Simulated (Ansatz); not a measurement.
**Computed properties of Sn**

```yaml
crystal:
  lattice:
    - [-2.02919, 2.02919, 1.66076]
    - [2.02919, -2.02919, 1.66076]
    - [2.02919, 2.02919, -1.66076]
  atoms:
    - { symbol: Sn, position: [0.00000, 0.00000, 0.00000] }
```

The cell is the one relaxed in the Materials Project (mp-55), not relaxed further here; entries there can be hypothetical.

No spin–orbit coupling, which matters for the heavy atoms here.

These are results of DFT, PBE, all-electron LAPW, scalar-relativistic in Ansatz 0.2.0, not measurements.

The runs use a Γ-centred 16×16×16 k mesh, Fermi–Dirac smearing of 0.05 eV, basis error target 1 meV/atom, no spin polarisation.

* Pressure at this cell: 9.9 kbar
* Band gap: none: bands cross the Fermi level, a metal
* Stress xx, yy, zz (compression positive): 0.70, 0.70, 1.55 GPa
* Density of states at the Fermi level (0.2 eV bin): 0.55 states/eV per cell
* Volume per atom: 27.35 Å³
